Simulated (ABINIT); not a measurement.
# BN (Qingsongite): G0W0 on several meshes in ABINIT, part 2 of 3

Wanted: mesh dependence and cost of G0W0 for BN (Qingsongite).

ABINIT 10.8.3; PBE and many-body steps on it, plane waves. Known limits of the many-body steps: not at the basis limit; coarse k mesh.

So far. Step 4 (8×8×8): The gap on the mesh goes from 4.53 eV to 5.96 eV, a correction of +1.42 eV. Step 5 (Empty states on the mesh, 6×6×6 mesh, 71 bands): On this mesh the gap is 4.535 eV.

## Step 7: 6×6×6

This step: G0W0 on PBE, plane waves, norm-conserving pseudopotentials.

run.abi reads:

```
acell 3*1.0 Angstrom
rprim 
  -0.000000000000 1.807500000000 1.807500000000
  1.807500000000 0.000000000000 1.807500000000
  1.807500000000 1.807500000000 -0.000000000000
ntypat 2
znucl 5 7
natom 2
typat 1 2
xred 
  0.000000000000 0.000000000000 0.000000000000
  0.250000000000 0.250000000000 0.250000000000
pp_dirpath "pseudos"
pseudos "B.upf, N.upf"
ecut 36
ngkpt 6 6 6
nshiftk 1
shiftk 0 0 0
kptopt 1
chksymbreak 0
istwfk *1
occopt 1
irdwfk 1
optdriver 4
nband 63
gwcalctyp 0
ecutsigx 36
symsigma 1
nkptgw 3
kptgw 
  0.0000000000 0.0000000000 0.0000000000
  0.5000000000 0.5000000000 0.0000000000
  0.5000000000 0.0000000000 0.0000000000
bdgw 
  2 7
  3 6
  3 7
ecuteps 7.48
irdscr 1
ppmodel 1
indata_prefix "in"
outdata_prefix "out"
tmpdata_prefix "tmp"
```

The run is started by

```
$ OMP_NUM_THREADS=1 mpirun -n 4 abinit run.abi > log
```

The program printed:

```text
.Version 10.8.3 of ABINIT. v10.8.2 released Aug 2026.

 Symmetries : space group F-4 3 m (#216); Bravais cF (face-center cubic)
[... echo of the input left out ...]
== DATASET  1 ==================================================================
-   mpi_nproc: 4, omp_nthreads: 1 (-1 if OMP is not activated)

--- !DatasetInfo
iteration_state: {dtset: 1, }
dimensions: {natom: 2, nkpt: 16, mband: 63, nsppol: 1, nspinor: 1, nspden: 1, mpw: 869, }
cutoff_energies: {ecut:  36.0, pawecutdg:  -1.0, }
electrons: {nelect:   8.00000000E+00, charge:   0.00000000E+00, occopt:   1.00000000E+00, tsmear:   1.00000000E-02, }

 SIGMA: Calculation of the GW corrections

 Based on a program developped by R.W. Godby, V. Olevano, G. Onida, and L. Reining.
 Incorporated in ABINIT by V. Olevano, G.-M. Rignanese, and M. Torrent.
.Using double precision arithmetic ; gwpc =  8

[... cell and pseudopotentials left out ...]
--------------------------------------------------------------------------------

 ==== K-mesh for the wavefunctions ====
 Number of points in the irreducible wedge :    16
[... list of points left out ...]
 Together with 24 symmetry operations and time-reversal symmetry
 yields   216 points in the full Brillouin Zone.

 ==== Q-mesh for screening function ====
 Number of points in the irreducible wedge :    16
[... list of points left out ...]
 Together with 24 symmetry operations and time-reversal symmetry
 yields   216 points in the full Brillouin Zone.

 vcoul_init : cutoff-mode = AUXILIARY_FUNCTION
 q-points for optical limit:   1
     1)      0.000010    0.000020    0.000030
 setmesh: FFT mesh size selected  =    25x   25x   25
          total number of points  =        15625

 Number of electrons calculated from density =    8.0000; Expected =    8.0000
[...]
number of plane-waves for wavefunctions           869
 number of bands                                    63
 number of q-points in IBZ                          16
 number of frequencies                               2
 number of real frequencies                          1
 number of imag frequencies                          1

 matrix elements of self-energy operator (all in [eV])

 Perturbative Calculation

--- !SelfEnergy_ee
iteration_state: {dtset: 1, }
kpoint     : [   0.000,    0.000,    0.000, ]
spin       : 1
KS_gap     :    8.878
QP_gap     :   10.877
Delta_QP_KS:    1.998
data: !SigmaeeData |
     Band     E0 <VxcDFT>   SigX SigC(E0)      Z dSigC/dE  Sig(E)    E-E0       E
        2   8.220 -18.521 -22.105   2.636   0.828  -0.207 -19.306  -0.785   7.435
        3   8.220 -18.521 -22.105   2.636   0.828  -0.207 -19.306  -0.785   7.435
        4   8.220 -18.521 -22.105   2.636   0.828  -0.207 -19.306  -0.785   7.435
[...]
--- !SelfEnergy_ee
iteration_state: {dtset: 1, }
kpoint     : [   0.500,    0.500,    0.000, ]
spin       : 1
KS_gap     :    9.442
QP_gap     :   11.365
Delta_QP_KS:    1.923
data: !SigmaeeData |
     Band     E0 <VxcDFT>   SigX SigC(E0)      Z dSigC/dE  Sig(E)    E-E0       E
[...]
--- !SelfEnergy_ee
iteration_state: {dtset: 1, }
kpoint     : [   0.500,    0.000,    0.000, ]
spin       : 1
KS_gap     :   12.154
QP_gap     :   14.044
Delta_QP_KS:    1.890
data: !SigmaeeData |
     Band     E0 <VxcDFT>   SigX SigC(E0)      Z dSigC/dE  Sig(E)    E-E0       E
[...]
6  18.999 -13.940  -6.892  -5.510   0.839  -0.192 -12.649   1.291  20.290
        7  18.999 -13.940  -6.892  -5.510   0.839  -0.192 -12.649   1.291  20.290

== END DATASET(S) ==============================================================
================================================================================

 -outvars: echo values of variables after computation  --------
           etotal      0.0000000000E+00
            nband          63
             nkpt          16
          spgroup         216
 [... the other variables as echoed above ...]

 Calculation completed.
```

The job ended after 3.6 s (4 MPI ranks of Arm Neoverse V1, shared host; peak memory 0.44 GiB).

This step gave:

```
G0W0 gap on the points computed              : 5.958 eV
starting gap on the mesh                     : 4.535 eV
k of the valence top                         : 0, 0, 0
k of the conduction bottom                   : 0.5, 0.5, 0
Z at the valence top                         : 0.828
Z at the conduction bottom                   : 0.854
least direct G0W0 gap on the computed points : 10.88 eV
```

Against G0W0 in ABINIT (8×8×8 mesh, 63 bands, screening to 203.5 eV, Godby-Needs plasmon pole), the gap moves by +0.000 eV.

## Step 8: Empty states on the mesh, 10×10×10 mesh, 71 bands

This step: DFT, PBE, plane waves, norm-conserving pseudopotentials.

run.abi reads:

```
acell 3*1.0 Angstrom
rprim 
  -0.000000000000 1.807500000000 1.807500000000
  1.807500000000 0.000000000000 1.807500000000
  1.807500000000 1.807500000000 -0.000000000000
ntypat 2
znucl 5 7
natom 2
typat 1 2
xred 
  0.000000000000 0.000000000000 0.000000000000
  0.250000000000 0.250000000000 0.250000000000
pp_dirpath "pseudos"
pseudos "B.upf, N.upf"
ecut 36
ngkpt 10 10 10
nshiftk 1
shiftk 0 0 0
kptopt 1
chksymbreak 0
irdden 1
istwfk *1
nband 71
prtvol 0
optdriver 6
gwr_task "HDIAGO"
paral_kgb 0
occopt 1
indata_prefix "in"
outdata_prefix "out"
tmpdata_prefix "tmp"
```

The program printed:

```text
[banner, memory and clock lines left out]
.Version 10.8.3 of ABINIT. v10.8.2 released Aug 2026.

 Symmetries : space group F-4 3 m (#216); Bravais cF (face-center cubic)
[... echo of the input left out ...]
== DATASET  1 ==================================================================
-   mpi_nproc: 4, omp_nthreads: 1 (-1 if OMP is not activated)

--- !DatasetInfo
iteration_state: {dtset: 1, }
dimensions: {natom: 2, nkpt: 47, mband: 71, nsppol: 1, nspinor: 1, nspden: 1, mpw: 869, }
cutoff_energies: {ecut:  36.0, pawecutdg:  -1.0, }
[...]
Integrated=    8.0000E+00

 === KS gaps after direct diagonalization ===
 Indirect band gap semiconductor
 Fundamental gap:     4.535 (eV)
   VBM:     8.220 (eV) at k: [ 0.0000E+00,  0.0000E+00,  0.0000E+00]
   CBM:    12.755 (eV) at k: [ 5.0000E-01,  5.0000E-01,  0.0000E+00]
 Direct gap:         8.878 (eV) at k: [ 0.0000E+00,  0.0000E+00,  0.0000E+00]

== END DATASET(S) ==============================================================

 -outvars: echo values of variables after computation  --------
           etotal      0.0000000000E+00
            nband          71
             nkpt          47
          spgroup         216
 [... the other variables as echoed above ...]

 Calculation completed.
```

The job ended after 11 s (4 MPI ranks; peak memory 0.38 GiB).

Numbers from this step:

```yaml
gap: 4.535 eV
k_of_the_valence_top: 0, 0, 0
k_of_the_conduction_bottom: 0.5, 0.5, 0
least_direct_gap: 8.878 eV
k_points_computed: 47
lowest_point_of_the_top_converged_band_above_the_valence_top: 147.1048 eV
```

On this mesh the gap is 4.535 eV.

## Step 9: Screening, 10×10×10 mesh, 63 bands, screening to 203.5 eV

This step: RPA screening on PBE, plane waves, norm-conserving pseudopotentials.

run.abi, as its differences from that of step 8:

```diff
@@ -20,10 +20,11 @@
 chksymbreak 0
-irdden 1
 istwfk *1
-nband 71
-prtvol 0
-optdriver 6
-gwr_task "HDIAGO"
-paral_kgb 0
 occopt 1
+irdwfk 1
+optdriver 3
+nband 63
+ecuteps 7.48
+inclvkb 2
+awtr 1
+symchi 1
 indata_prefix "in"
```

The program printed:

```text
.Version 10.8.3 of ABINIT. v10.8.2 released Aug 2026.

 Symmetries : space group F-4 3 m (#216); Bravais cF (face-center cubic)
[... echo of the input left out ...]
== DATASET  1 ==================================================================
-   mpi_nproc: 4, omp_nthreads: 1 (-1 if OMP is not activated)

--- !DatasetInfo
iteration_state: {dtset: 1, }
dimensions: {natom: 2, nkpt: 47, mband: 63, nsppol: 1, nspinor: 1, nspden: 1, mpw: 869, }
cutoff_energies: {ecut:  36.0, pawecutdg:  -1.0, }
[...]
--------------------------------------------------------------------------------
[... chi0 elements left out ...]
 For q-point:  0.000010 0.000020 0.000030
  dielectric constant =   4.3075
  dielectric constant without local fields =   4.6484

  Average fulfillment of the sum rule on Im[epsilon] for q-point    1 :     87.07  [%]
[... wings left out ...]
  q-point number  2        q = ( 0.100000, 0.000000, 0.000000) [r.l.u.]
--------------------------------------------------------------------------------
[... chi0 elements left out ...]
  Average fulfillment of the sum rule on Im[epsilon] for q-point    2 :     97.59  [%]

 [... 45 further q-points ...]
```

Wall time 2.2 min (4 MPI ranks); peak memory 0.92 GiB; 8.9 min of CPU time.

Numbers from this step:

| Property | Result |
| --- | --- |
| ε∞ with local fields, on this mesh, along the program's q direction | 4.308 |
| the same without local fields | 4.648 |
| plasma frequency | 30.56 eV |
| plane waves in the screening matrix | 65 |

## Step 10: 10×10×10

This step: G0W0 on PBE, plane waves, norm-conserving pseudopotentials.

run.abi, as its differences from that of step 9:

```diff
@@ -23,8 +23,19 @@
 irdwfk 1
-optdriver 3
+optdriver 4
 nband 63
+gwcalctyp 0
+ecutsigx 36
+symsigma 1
+nkptgw 3
+kptgw 
+  0.0000000000 0.0000000000 0.0000000000
+  0.5000000000 0.5000000000 0.0000000000
+  0.5000000000 0.0000000000 0.0000000000
+bdgw 
+  2 7
+  3 6
+  3 7
 ecuteps 7.48
-inclvkb 2
-awtr 1
-symchi 1
+irdscr 1
+ppmodel 1
 indata_prefix "in"
```

The program printed:

```text
.Version 10.8.3 of ABINIT. v10.8.2 released Aug 2026.

 Symmetries : space group F-4 3 m (#216); Bravais cF (face-center cubic)
[... echo of the input left out ...]
== DATASET  1 ==================================================================
-   mpi_nproc: 4, omp_nthreads: 1 (-1 if OMP is not activated)

--- !DatasetInfo
iteration_state: {dtset: 1, }
dimensions: {natom: 2, nkpt: 47, mband: 63, nsppol: 1, nspinor: 1, nspden: 1, mpw: 869, }
cutoff_energies: {ecut:  36.0, pawecutdg:  -1.0, }
[...]
Band     E0 <VxcDFT>   SigX SigC(E0)      Z dSigC/dE  Sig(E)    E-E0       E
[...]
6  18.999 -13.941  -6.914  -5.496   0.840  -0.191 -12.655   1.286  20.285
        7  18.999 -13.941  -6.914  -5.496   0.840  -0.191 -12.655   1.286  20.285

== END DATASET(S) ==============================================================
================================================================================

 -outvars: echo values of variables after computation  --------
           etotal      0.0000000000E+00
            nband          63
             nkpt          47
          spgroup         216
 [... the other variables as echoed above ...]

 Calculation completed.
```

Elapsed: 8.1 s, on 4 MPI ranks; peak memory 0.89 GiB; 32 s of CPU time.

Numbers from this step:

```yaml
g0w0_gap_on_the_points_computed: 5.957 eV
starting_gap_on_the_mesh: 4.535 eV
k_of_the_valence_top: 0, 0, 0
k_of_the_conduction_bottom: 0.5, 0.5, 0
least_direct_g0w0_gap_on_the_computed_points: 10.88 eV
```

Against G0W0 in ABINIT (8×8×8 mesh, 63 bands, screening to 203.5 eV, Godby-Needs plasmon pole), the gap moves by −0.001 eV.

## Step 11: Empty states on the mesh, 12×12×12 mesh, 71 bands

This step: DFT, PBE, plane waves, norm-conserving pseudopotentials.

run.abi reads:

```
acell 3*1.0 Angstrom
rprim 
  -0.000000000000 1.807500000000 1.807500000000
  1.807500000000 0.000000000000 1.807500000000
  1.807500000000 1.807500000000 -0.000000000000
ntypat 2
znucl 5 7
natom 2
typat 1 2
xred 
  0.000000000000 0.000000000000 0.000000000000
  0.250000000000 0.250000000000 0.250000000000
pp_dirpath "pseudos"
pseudos "B.upf, N.upf"
ecut 36
ngkpt 12 12 12
nshiftk 1
shiftk 0 0 0
kptopt 1
chksymbreak 0
irdden 1
istwfk *1
nband 71
prtvol 0
optdriver 6
gwr_task "HDIAGO"
paral_kgb 0
occopt 1
indata_prefix "in"
outdata_prefix "out"
tmpdata_prefix "tmp"
```

The program printed:

```text
[banner, memory and clock lines left out]
.Version 10.8.3 of ABINIT. v10.8.2 released Aug 2026.

 Symmetries : space group F-4 3 m (#216); Bravais cF (face-center cubic)
[... echo of the input left out ...]
== DATASET  1 ==================================================================
-   mpi_nproc: 4, omp_nthreads: 1 (-1 if OMP is not activated)

--- !DatasetInfo
iteration_state: {dtset: 1, }
dimensions: {natom: 2, nkpt: 72, mband: 71, nsppol: 1, nspinor: 1, nspden: 1, mpw: 869, }
cutoff_energies: {ecut:  36.0, pawecutdg:  -1.0, }
[...]
Integrated=    8.0000E+00

 === KS gaps after direct diagonalization ===
 Indirect band gap semiconductor
 Fundamental gap:     4.535 (eV)
   VBM:     8.220 (eV) at k: [ 0.0000E+00,  0.0000E+00,  0.0000E+00]
   CBM:    12.755 (eV) at k: [ 5.0000E-01,  5.0000E-01,  0.0000E+00]
 Direct gap:         8.878 (eV) at k: [ 0.0000E+00,  0.0000E+00,  0.0000E+00]

== END DATASET(S) ==============================================================

 -outvars: echo values of variables after computation  --------
           etotal      0.0000000000E+00
            nband          71
             nkpt          72
          spgroup         216
 [... the other variables as echoed above ...]

 Calculation completed.
```

It took 17 s on 4 MPI ranks; peak memory 0.36 GiB.

This step gave:

```
gap                                                           : 4.535 eV
k of the valence top                                          : 0, 0, 0
k of the conduction bottom                                    : 0.5, 0.5, 0
least direct gap                                              : 8.878 eV
k points computed                                             : 72
lowest point of the top converged band, above the valence top : 147.1048 eV
```

On this mesh the gap is 4.535 eV.

## Step 12: Screening, 12×12×12 mesh, 63 bands, screening to 203.5 eV

This step: RPA screening on PBE, plane waves, norm-conserving pseudopotentials.

run.abi, as its differences from that of step 11:

```diff
@@ -20,10 +20,11 @@
 chksymbreak 0
-irdden 1
 istwfk *1
-nband 71
-prtvol 0
-optdriver 6
-gwr_task "HDIAGO"
-paral_kgb 0
 occopt 1
+irdwfk 1
+optdriver 3
+nband 63
+ecuteps 7.48
+inclvkb 2
+awtr 1
+symchi 1
 indata_prefix "in"
```

The program printed:

```text
.Version 10.8.3 of ABINIT. v10.8.2 released Aug 2026.

 Symmetries : space group F-4 3 m (#216); Bravais cF (face-center cubic)
[... echo of the input left out ...]
== DATASET  1 ==================================================================
-   mpi_nproc: 4, omp_nthreads: 1 (-1 if OMP is not activated)

--- !DatasetInfo
iteration_state: {dtset: 1, }
dimensions: {natom: 2, nkpt: 72, mband: 63, nsppol: 1, nspinor: 1, nspden: 1, mpw: 869, }
cutoff_energies: {ecut:  36.0, pawecutdg:  -1.0, }
[...]
--------------------------------------------------------------------------------
[... chi0 elements left out ...]
 For q-point:  0.000010 0.000020 0.000030
  dielectric constant =   4.3058
  dielectric constant without local fields =   4.6468

  Average fulfillment of the sum rule on Im[epsilon] for q-point    1 :     87.07  [%]
[... wings left out ...]
  q-point number  2        q = ( 0.083333, 0.000000, 0.000000) [r.l.u.]
--------------------------------------------------------------------------------
[... chi0 elements left out ...]
  Average fulfillment of the sum rule on Im[epsilon] for q-point    2 :     97.77  [%]

 [... 70 further q-points ...]
```

It took 5.9 min on 4 MPI ranks; peak memory 1.4 GiB.

Numbers from this step:

| Item | Value |
| --- | --- |
| ε∞ with local fields, on this mesh, along the program's q direction | 4.306 |
| the same without local fields | 4.647 |
| plasma frequency | 30.56 eV |
| plane waves in the screening matrix | 65 |

## Step 13: 12×12×12

This step: G0W0 on PBE, plane waves, norm-conserving pseudopotentials.

run.abi, as its differences from that of step 12:

```diff
@@ -23,8 +23,19 @@
 irdwfk 1
-optdriver 3
+optdriver 4
 nband 63
+gwcalctyp 0
+ecutsigx 36
+symsigma 1
+nkptgw 3
+kptgw 
+  0.0000000000 0.0000000000 0.0000000000
+  0.5000000000 0.5000000000 0.0000000000
+  0.5000000000 0.0000000000 0.0000000000
+bdgw 
+  2 7
+  3 6
+  3 7
 ecuteps 7.48
-inclvkb 2
-awtr 1
-symchi 1
+irdscr 1
+ppmodel 1
 indata_prefix "in"
```

The program printed:

```text
.Version 10.8.3 of ABINIT. v10.8.2 released Aug 2026.

 Symmetries : space group F-4 3 m (#216); Bravais cF (face-center cubic)
[... echo of the input left out ...]
== DATASET  1 ==================================================================
-   mpi_nproc: 4, omp_nthreads: 1 (-1 if OMP is not activated)

--- !DatasetInfo
iteration_state: {dtset: 1, }
dimensions: {natom: 2, nkpt: 72, mband: 63, nsppol: 1, nspinor: 1, nspden: 1, mpw: 869, }
cutoff_energies: {ecut:  36.0, pawecutdg:  -1.0, }
[...]
Band     E0 <VxcDFT>   SigX SigC(E0)      Z dSigC/dE  Sig(E)    E-E0       E
[...]
6  18.999 -13.941  -6.916  -5.494   0.839  -0.191 -12.656   1.285  20.284
        7  18.999 -13.941  -6.916  -5.494   0.839  -0.191 -12.656   1.285  20.284

== END DATASET(S) ==============================================================
================================================================================

 -outvars: echo values of variables after computation  --------
           etotal      0.0000000000E+00
            nband          63
             nkpt          72
          spgroup         216
 [... the other variables as echoed above ...]

 Calculation completed.
```

It took 13 s on 4 MPI ranks; peak memory 1.1 GiB; 50 s of CPU time.

Numbers from this step:

- G0W0 gap on the points computed: 5.955 eV
- starting gap on the mesh: 4.535 eV
- k of the valence top: 0, 0, 0
- k of the conduction bottom: 0.5, 0.5, 0
- least direct G0W0 gap on the computed points: 10.87 eV

Against G0W0 in ABINIT (8×8×8 mesh, 63 bands, screening to 203.5 eV, Godby-Needs plasmon pole), the gap moves by −0.003 eV.

(Continued in part 3 of 3.)

[Paths, hosts, dates, memory and timing lines, banners, echoed tables and standing remarks are left out of the program output.]

[Logs are printed without paths, hosts, clocks, repeated set-up lines and the standing remarks that a program may print on its own settings, such as how far it seeks lower states.]

[Runs of the session that timed out or met a known fault of the program may be left out.]

[Hosts, paths, dates, database ids (printed as entryN), source tags and the programs' standing remarks are cut or masked in the printed files.]

[G0W0 gaps are taken among the corrected bands and points alone; a level outside them can change the order at an edge.]

[Where Ansatz stands beside ABINIT at settings called matched, ABINIT's density can come from a denser mesh and the files from another edition; pairs whose starting gaps differed by over 0.03 eV were left out, so agreement reads better than it is.]
